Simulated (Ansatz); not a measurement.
Tc:

```
Tc
1.0
     2.74000    0.00000    0.00000
    -1.37000    2.37291    0.00000
     0.00000    0.00000    4.39800
Tc
2
Direct
  0.66667 0.33333 0.75000
  0.33333 0.66667 0.25000
```

Base run:

```yaml
Program: Ansatz 0.2.0
Functional: PBE
Potentials_or_basis: all-electron LAPW, scalar-relativistic
Cutoff: 261 eV (chosen from the basis error)
Basis_error_allowed: 0.001 eV/atom
k_mesh: 11 × 11 × 6
Occupations: gaussian, width 0.1 eV
Spin: no spin polarisation
```

Its results: band gap on the k mesh none (metal or under the smearing width); pressure 2.9 GPa.

Problem. The run is repeated on the same cell with these changes: functional from PBE to LDA; occupations from gaussian, width 0.1 eV to gaussian, width 0.05 eV. What comes out?

Solution. Band gap on the k mesh none (metal or under the smearing width); pressure -11.9 GPa.
